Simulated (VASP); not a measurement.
# Si2Ni (P1) in VASP: further runs

The runs below take Si2Ni through single point, with PBE.

Program: VASP 6.6.1. These are calculated values, not measurements. Logs are shortened: lines on timing, memory, paths and dates and some standing lists are left out, and cuts for length are marked.

## Step 1: The cell of the first run

The typed cell holds 3 atoms: a = 3.635 Å, b = 3.807 Å, c = 3.861 Å, α = 61.36°, β = 63.71°, γ = 64.00°.

## Step 2: Single point, PBE (cell sheared at random, sigma 0.03, atoms nudged by 0.01 Å)

File INCAR:

```
PREC = Accurate ; ENCUT = 520
EDIFF = 1E-7 ; ISMEAR = 0
SIGMA = 0.15 ; LREAL = F
LASPH = T ; NELM = 100
ALGO = Fast ; ISIF = 2
LWAVE = F ; LCHARG = F
GGA = PE ; NBANDS = 16
```

File KPOINTS:

```
Automatic mesh
0
Gamma
  10 10 10
```

File POSCAR:

```
Si2Ni
1.0
   -0.0861321734      2.5839449978      2.5555398667
    2.7787321317     -0.1296141860      2.5990218793
    2.8026384701      2.6513333488     -0.1535205244
Si Ni
2 1
Direct
    0.2527574695      0.2505029946      0.2500259575
    0.7486843823      0.7499713683      0.7482142218
   -0.0014418517     -0.0004743628      0.0017598206
```

Potentials or basis: VASP PAW PBE potentials, release 64 (Si, Ni).

The run is started by

```console
cat potpaw_PBE.64/Si/POTCAR potpaw_PBE.64/Ni/POTCAR > POTCAR
mpirun -np 1 vasp_std > vasp.out
```

OUTCAR:

```text
PREC = Accurate
   ENCUT = 520
   EDIFF = 1E-7
   ISMEAR = 0
   LREAL = F
   LASPH = T
   NELM = 100
   ISIF = 2
   GGA = PE

 ion  position               nearest neighbor table
   1  0.253  0.251  0.250-   3 2.26   3 2.34   3 2.40   3 2.44   2 2.65   2 2.67   2 2.67   2 2.70
                             2 2.83   2 2.84
   2  0.749  0.750  0.748-   3 2.26   3 2.36   3 2.40   3 2.42   1 2.65   1 2.67   1 2.67   1 2.70
                             1 2.83   1 2.84
   3  0.999  1.000  0.002-   2 2.26   1 2.26   1 2.34   2 2.36   1 2.40   2 2.40   2 2.42   1 2.44

  LATTYP: Found a triclinic cell.
 ALAT       =     6.3684568576
 B/A-ratio  =     0.5708197012
 C/A-ratio  =     0.6144177356
 COS(alpha) =     0.0105119018
 COS(beta)  =     0.3215332614
 COS(gamma) =     0.8393700203

  Lattice vectors:

 A1 = (  -2.7165062967,  -5.2352783466,  -2.4020193423)
 A2 = (   0.0861321734,  -2.5839449978,  -2.5555398667)
 A3 = (  -0.0239063384,  -2.7809475348,   2.7525424037)

Analysis of symmetry for initial positions (statically):
=====================================================================
 Subroutine PRICEL returns:
 Original cell was already a primitive cell.

 Routine SETGRP: Setting up the symmetry group for a
 triclinic supercell.

 Subroutine GETGRP returns: Found  1 space group operations
 (whereof  1 operations were pure point group operations)
 out of a pool of  2 trial point group operations.

The static configuration has the point symmetry C_1 .

Analysis of symmetry for dynamics (positions and initial velocities):
=====================================================================
 Subroutine PRICEL returns:
 Original cell was already a primitive cell.

 Routine SETGRP: Setting up the symmetry group for a
 triclinic supercell.

 Subroutine GETGRP returns: Found  1 space group operations
 (whereof  1 operations were pure point group operations)
 out of a pool of  2 trial point group operations.

The dynamic configuration has the point symmetry C_1 .

 Subroutine INISYM returns: Found  1 space group operations
 (whereof  1 operations are pure point group operations),
 and found     1 'primitive' translations

----------------------------------------------------------------------------------------

                                     Primitive cell

  volume of cell :      40.2717

  direct lattice vectors                    reciprocal lattice vectors
    -0.086132173  2.583944998  2.555539867    -0.170615301  0.191467049  0.191961087
     2.778732132 -0.129614186  2.599021879     0.178097017 -0.177519804  0.185495557
     2.802638470  2.651333349 -0.153520524     0.174985334  0.181889837 -0.178013841

  length of vectors
     3.635240640  3.806976074  3.861077501     0.320340866  0.312474687  0.308857099

  position of ions in fractional coordinates (direct lattice)
     0.252757469  0.250502995  0.250025958
     0.748684382  0.749971368  0.748214222
     0.998558148  0.999525637  0.001759821

  ion indices of the primitive-cell ions
   primitive index   ion index
                 1           1
                 2           2
                 3           3

----------------------------------------------------------------------------------------

 KPOINTS: Automatic mesh

Automatic generation of k-mesh.
 Grid dimensions read from file:
 generate k-points for:   10   10   10

 Generating k-lattice:

  Cartesian coordinates                     Fractional coordinates (reciprocal lattice)
    -0.017061530  0.019146705  0.019196109     0.100000000  0.000000000  0.000000000
     0.017809702 -0.017751980  0.018549556     0.000000000  0.100000000  0.000000000
     0.017498533  0.018188984 -0.017801384     0.000000000  0.000000000  0.100000000

  Length of vectors
     0.032034087  0.031247469  0.030885710

  Shift w.r.t. Gamma in fractional coordinates (k-lattice)
     0.000000000  0.000000000  0.000000000

 Subroutine IBZKPT returns following result:
 ===========================================

 Found    504 irreducible k-points:

 Following reciprocal coordinates:
            Coordinates               Weight
  0.000000  0.000000  0.000000      1.000000
  0.100000  0.000000  0.000000      2.000000
  0.200000  0.000000  0.000000      2.000000
  0.300000  0.000000  0.000000      2.000000
  0.400000  0.000000  0.000000      2.000000
  0.500000  0.000000 -0.000000      1.000000
[... 16 lines left out ...]
 -0.400000  0.200000 -0.000000      2.000000
 -0.300000  0.200000 -0.000000      2.000000
 [... further k-points ...]
   k-points           NKPTS =    504   k-points in BZ     NKDIM =    504   number of bands    NBANDS=     16
   number of dos      NEDOS =    301   number of ions     NIONS =      3
   total plane-waves  NPLWV =  23520
   dimension x,y,z NGX =    28 NGY =   28 NGZ =   30
   dimension x,y,z NGXF=    56 NGYF=   56 NGZF=   60
   ions per type =               2   1
   NGX,Y,Z   is equivalent  to a cutoff of  12.80, 12.23, 12.92 a.u.
   NGXF,Y,Z  is equivalent  to a cutoff of  25.61, 24.45, 25.83 a.u.
 SYSTEM =  unknown system
   PREC   = accura    normal or accurate (medium, high low for compatibility)
   ISTART =      0    job   : 0-new  1-cont  2-samecut
   ICHARG =      2    charge: 1-file 2-atom 10-const
   ISPIN  =      1    spin polarized calculation?
   LNONCOLLINEAR =      F non collinear calculations
   LSORBIT =      F    spin-orbit coupling
   LASPH  =      T    aspherical Exc in radial PAW
   ENCUT  =  520.0 eV  38.22 Ry    6.18 a.u.   6.76  7.08  7.18*2*pi/ulx,y,z
   NELM   =    100;   NELMIN=  2; NELMDL= -5     # of ELM steps
   EDIFF  = 0.1E-06   stopping-criterion for ELM
   LREAL  =      F    real-space projection
   EDIFFG = 0.1E-05   stopping-criterion for IOM
   NSW    =      0    number of steps for IOM
   IBRION =     -1    ionic relax: 0-MD 1-quasi-New 2-CG
   NFREE  =      0    steps in history (QN), initial steepest desc. (CG)
   ISIF   =      2    stress and relaxation
   ISYM   =      2    0-nonsym 1-usesym 2-fastsym
   POTIM  = 0.5000    time-step for ionic-motion
   TEBEG  =    0.0;   TEEND  =   0.0 temperature during run
   PSTRESS=    0.0 pullay stress
   NELECT =      18.0000    total number of electrons
   NUPDOWN=      -1.0000    fix difference up-down
   EMIN   =  10.00;   EMAX   =-10.00  energy-range for DOS
   EFERMI =   0.00;   METHOD = LEGACY
   ISMEAR =     0;   SIGMA  =   0.15  broadening in eV -4-tet -1-fermi 0-gaus
   EFERMI_NEDOS =   21; number of points for ismear=-14 and -15
   IALGO  =     68    algorithm
   IMIX   =      4    mixing-type and parameters
     AMIX     =   0.40;   BMIX     =  1.00
     AMIX_MAG =   1.60;   BMIX_MAG =  1.00
  volume/ion in A,a.u.               =      13.42        90.59
  Fermi-wavevector in a.u.,A,eV,Ry     =   1.251696  2.365362 21.316831  1.566743
  Thomas-Fermi vector in A             =   2.385631
   LORBIT       =      0    0 simple, 1 ext, 2 COOP (PROOUT), +10 PAW based schemes
   GGA     = PE    functional components
   LHFCALC =     F    Hartree Fock is set to
   AEXX    =    0.0000 exact exchange contribution
   IVDW    =     0    specifies the selected vdW correction
   LEPSILON=     F    determine dielectric tensor
   LRPA    =     F    only Hartree local field effects (RPA)
 non-spin polarized calculation
 RMM-DIIS sequential band-by-band and
 Gauss-broadening in eV      SIGMA  =   0.15
  energy-cutoff  :      520.00
  volume of cell :       40.27
 maximum number of plane-waves:      1105
   NGX = 13   NGY = 15   NGZ = 15

 number of electron      18.0000002 magnetization

 Free energy of the ion-electron system (eV)
  ---------------------------------------------------
  ext. energy  EPLUGINS =         0.00000000
  ---------------------------------------------------
  free energy    TOTEN  =       -17.24581865 eV

  energy without entropy =      -17.23462827  energy(sigma->0) =      -17.24022346

 E-fermi :  10.0834     XC(G=0): -11.5016

 val. band max:       10.0820931652   @ k =   0.0000   0.1000   0.1000
 cond. band min:      10.0842414152   @ k =   0.3000  -0.1000   0.4000
 fundamental gap:      0.0021482500
 Fermi energy:        10.0833918492

 k-point     1 :       0.0000    0.0000    0.0000
  band No.  band energies     occupation
      1      -3.5138      2.00000
      2       4.8908      2.00000
      3       5.1312      2.00000
      4       5.2370      2.00000
      5       6.6600      2.00000
      6       6.8609      2.00000
[... 8 lines left out ...]
     15      15.3655      0.00000
     16      15.8423      0.00000

 k-point     2 :       0.1000    0.0000    0.0000
  band No.  band energies     occupation
      1      -3.3658      2.00000
      2       4.8157      2.00000
      3       4.9558      2.00000
      4       5.2793      2.00000
      5       6.6362      2.00000
      6       6.8266      2.00000
[... 8 lines left out ...]
     15      14.7935      0.00000
     16      15.1575      0.00000

 k-point     3 :       0.2000    0.0000    0.0000
  band No.  band energies     occupation
      1      -2.9253      2.00000
      2       3.9893      2.00000
      3       5.1021      2.00000
      4       5.3858      2.00000
      5       6.6024      2.00000
      6       6.7566      2.00000
[... 8 lines left out ...]
     15      15.2398      0.00000
     16      16.1318      0.00000

 k-point     4 :       0.3000    0.0000    0.0000
  band No.  band energies     occupation
      1      -2.2040      2.00000
      2       2.7828      2.00000
      3       5.2937      2.00000
      4       5.4910      2.00000
      5       6.6363      2.00000
      6       6.7327      2.00000
[... 8 lines left out ...]
     15      16.2570      0.00000
     16      18.1005      0.00000

 k-point     5 :       0.4000    0.0000    0.0000
  band No.  band energies     occupation
      1      -1.2290      2.00000
      2       1.4039      2.00000
      3       5.4368      2.00000
      4       5.5351      2.00000
      5       6.5808      2.00000
      6       6.8170      2.00000
[... 8 lines left out ...]
     15      17.6096      0.00000
     16      20.1786      0.00000

 k-point     6 :       0.5000    0.0000   -0.0000
  band No.  band energies     occupation
      1      -0.2519      2.00000
      2       0.2716      2.00000
      3       5.4813      2.00000
      4       5.5410      2.00000
      5       6.4442      2.00000
      6       6.9022      2.00000
[... 8 lines left out ...]
     15      18.7613      0.00000
     16      20.1911      0.00000

 k-point     7 :      -0.0000    0.1000   -0.0000
  band No.  band energies     occupation
      1      -3.3735      2.00000
      2       4.6325      2.00000
      3       5.1481      2.00000
      4       5.2337      2.00000
      5       6.6352      2.00000
      6       6.8411      2.00000
[... 8 lines left out ...]
     15      15.0462      0.00000
     16      15.3392      0.00000

 k-point     8 :       0.1000    0.1000    0.0000
  band No.  band energies     occupation
      1      -3.3069      2.00000
      2       4.6264      2.00000
      3       5.0676      2.00000
      4       5.2407      2.00000
      5       6.6551      2.00000
      6       6.7969      2.00000
[... 8 lines left out ...]
     15      14.8443      0.00000
     16      15.6372      0.00000

 k-point     9 :       0.2000    0.1000   -0.0000
  band No.  band energies     occupation
      1      -2.9467      2.00000
      2       4.1414      2.00000
      3       5.0368      2.00000
      4       5.3437      2.00000
      5       6.5617      2.00000
      6       6.7692      2.00000
[... 8 lines left out ...]
     15      15.7005      0.00000
     16      16.4296      0.00000
[... 172 lines left out ...]
 k-point    19 :       0.2000    0.2000    0.0000
  band No.  band energies     occupation
      1      -2.6910      2.00000
      2       3.9468      2.00000
      3       5.0464      2.00000
      4       5.3045      2.00000
      5       6.3390      2.00000
      6       6.8374      2.00000
[... 8 lines left out ...]
     15      16.7782      0.00000
     16      17.1858      0.00000

 k-point    20 :       0.3000    0.2000    0.0000
  band No.  band energies     occupation
      1      -2.1269      2.00000
      2       3.3812      2.00000
      3       5.0673      2.00000
      4       5.4349      2.00000
      5       6.0117      2.00000
      6       6.8822      2.00000
[... 8 lines left out ...]
     15      18.0163      0.00000
     16      18.1211      0.00000

 k-point    21 :       0.4000    0.2000    0.0000
  band No.  band energies     occupation
      1      -1.2944      2.00000
      2       2.3594      2.00000
      3       5.1392      2.00000
      4       5.4844      2.00000
      5       5.7302      2.00000
      6       6.8085      2.00000
[... 8 lines left out ...]
     15      19.1748      0.00000
     16      19.8411      0.00000

 k-point    22 :       0.5000    0.2000    0.0000
  band No.  band energies     occupation
      1      -0.2380      2.00000
      2       1.1349      2.00000
      3       4.8736      2.00000
      4       5.5867      2.00000
      5       5.6139      2.00000
      6       6.7475      2.00000
[... 8 lines left out ...]
     15      18.6417      0.00000
     16      21.1379      0.00000

 k-point    23 :      -0.4000    0.2000   -0.0000
  band No.  band energies     occupation
      1      -0.1604      2.00000
      2       1.0702      2.00000
      3       4.5106      2.00000
      4       5.6792      2.00000
      5       5.8289      2.00000
      6       6.5986      2.00000
[... 8 lines left out ...]
     15      16.9865      0.00000
     16      19.8010      0.00000

 k-point    24 :      -0.3000    0.2000   -0.0000
  band No.  band energies     occupation
      1      -1.2165      2.00000
      2       2.2867      2.00000
      3       4.3719      2.00000
      4       5.8158      2.00000
      5       6.2120      2.00000
      6       6.3102      2.00000
[... 8 lines left out ...]
     15      17.7413      0.00000
     16      18.5444      0.00000

 [... further k-points ...]
[... 5 lines left out ...]
  --------------------------------------------------------------------------------------
  -------------------------------------------------------------------------------------
  Total       -0.2664218      0.6287874      0.8088296      0.7695898      2.2919475      1.1199613
  in kB      -10.5993695     25.0157767     32.1786047     30.6174844     91.1832054     44.5567215
  external PRESSURE =      15.5316707 kB  Pullay stress =       0.0000000 kB

 VOLUME and BASIS-vectors are now :
 -----------------------------------------------------------------------------
  energy-cutoff  :      520.00
  volume of cell :       40.27
      direct lattice vectors                 reciprocal lattice vectors
    -0.086132173  2.583944998  2.555539867    -0.170615301  0.191467049  0.191961087
     2.778732132 -0.129614186  2.599021879     0.178097017 -0.177519804  0.185495557
     2.802638470  2.651333349 -0.153520524     0.174985334  0.181889837 -0.178013841

 POSITION                                       TOTAL-FORCE (eV/Angst)
 -----------------------------------------------------------------------------------
      1.37504      1.28354      1.25861         0.493531      0.243223      0.136038
      4.11646      3.82112      3.74762        -0.451278     -0.248297     -0.190549
      2.69634      2.45533      5.14937        -0.042253      0.005074      0.054511
 -----------------------------------------------------------------------------------
    total drift:                               -0.000033     -0.000140      0.000026

  FREE ENERGIE OF THE ION-ELECTRON SYSTEM (eV)
  ---------------------------------------------------
  free  energy   TOTEN  =       -17.2458186471 eV

  energy  without entropy=      -17.2346282658  energy(sigma->0) =      -17.24022346
```

Wall time 3 min (1 thread of Intel Xeon 6975P-C (Granite Rapids), shared host); peak memory 0.41 GiB.

What came out:

- Free energy: -17.2458 eV
- Pressure: 1.6 GPa
- Largest force: 0.567 eV/Å
- Band gap on the k mesh: none (metal or under the smearing width)

Forces on the atoms (eV/Å):
```
Si   0.494  0.243  0.136
Si  -0.451 -0.248 -0.191
Ni  -0.042  0.005  0.055
```

Levels at points of the mesh, in eV from the Fermi level:
| k point | band 5 | band 6 | band 7 | band 8 | band 9 | band 10 | band 11 | band 12 | band 13 | band 14 |
| --- | --- | --- | --- | --- | --- | --- | --- | --- | --- | --- |
| (0.00, 0.00, 0.00) | -3.42 | -3.22 | -0.63 | 1.13 | 1.81 | 1.97 | 2.14 | 2.28 | 3.16 | 3.85 |
| (0.50, 0.00, 0.00) | -3.64 | -3.18 | -3.03 | -1.41 | -1.27 | 1.78 | 1.82 | 1.90 | 2.62 | 8.17 |
| (0.00, 0.50, 0.00) | -3.45 | -3.16 | -3.13 | -1.66 | -0.69 | 1.38 | 2.19 | 2.33 | 3.33 | 8.46 |
| (0.50, 0.50, 0.00) | -4.13 | -3.53 | -3.29 | -3.21 | -2.91 | -0.55 | 1.42 | 7.30 | 7.61 | 8.73 |
| (0.00, 0.00, 0.50) | -3.40 | -3.16 | -3.14 | -1.50 | -0.65 | 1.53 | 2.25 | 2.48 | 3.41 | 8.61 |
| (0.50, 0.00, 0.50) | -3.93 | -3.57 | -3.27 | -3.25 | -2.90 | -0.50 | 1.53 | 7.23 | 7.63 | 8.98 |
| (0.00, 0.50, 0.50) | -3.58 | -3.49 | -3.38 | -3.34 | -2.91 | -0.24 | 1.95 | 7.78 | 8.26 | 8.64 |
| (0.50, 0.50, 0.50) | -3.84 | -3.17 | -3.05 | -1.88 | -1.53 | 1.24 | 1.40 | 1.52 | 2.27 | 8.87 |

## Step 3: Single point, PBE (cell sheared at random, sigma 0.03, atoms nudged by 0.01 Å; relaxed back)

File INCAR:

```
SYSTEM = Si2Ni
  ALGO = Fast
  EDIFF = 1E-6
  ENCUT = 520
  GGA = PE
  ISIF = 2
  ISMEAR = 0
  LASPH = .TRUE.
  LCHARG = .FALSE.
  LREAL = .FALSE.
  LWAVE = .FALSE.
  NBANDS = 16
  NELM = 100
  PREC = Accurate
  SIGMA = 0.15
```

File KPOINTS:

```
k-points
0
G
  10 10 10
  0 0 0
```

File POSCAR:

```
Si2Ni
1.0
   -0.0000329041      2.7227255710      2.7217771521
    2.7228803843     -0.0000510375      2.7217820598
    2.7228903560      2.7227557442     -0.0000040654
Si Ni
2 1
Direct
    0.2499989391      0.2500029898      0.2500027200
    0.7500001262      0.7499967484      0.7499984807
    0.0000009348      0.0000002619     -0.0000012008
```

Potentials or basis: VASP PAW PBE potentials, release 64 (Si, Ni).

The run is started by

```console
cat potpaw_PBE.64/Si/POTCAR potpaw_PBE.64/Ni/POTCAR > POTCAR
mpirun -np 1 vasp_std > vasp.out
```

Wall time 2.3 min (1 thread of Intel Xeon 6975P-C (Granite Rapids), shared host); peak memory 0.3 GiB.

The run converged. Its results:

```
Free energy            : -17.3749 eV
Pressure               : -0.1 GPa
Band gap on the k mesh : none (metal or under the smearing width)
```

Levels at points of the mesh, in eV from the Fermi level:
```
           k point  band 5  band 6  band 7  band 8  band 9  band 10  band 11  band 12  band 13  band 14
(0.00, 0.00, 0.00)   -3.35   -3.35   -0.42    1.71    1.72     1.72     2.37     2.37     2.37     4.73
(0.50, 0.00, 0.00)   -3.56   -3.17   -3.17   -1.34   -1.34     1.81     1.84     1.84     2.53     9.20
(0.00, 0.50, 0.00)   -3.56   -3.17   -3.17   -1.34   -1.34     1.81     1.84     1.84     2.53     9.20
(0.50, 0.50, 0.00)   -4.37   -3.45   -3.45   -3.28   -2.96    -0.41     1.51     7.80     8.19     8.19
(0.50, 0.00, 0.50)   -4.37   -3.45   -3.45   -3.28   -2.96    -0.41     1.51     7.79     8.18     8.19
(0.00, 0.50, 0.50)   -4.37   -3.45   -3.45   -3.28   -2.96    -0.41     1.51     7.79     8.18     8.19
```

Spin polarisation is off, so any magnetic state and its effect on volume and gap are missing.
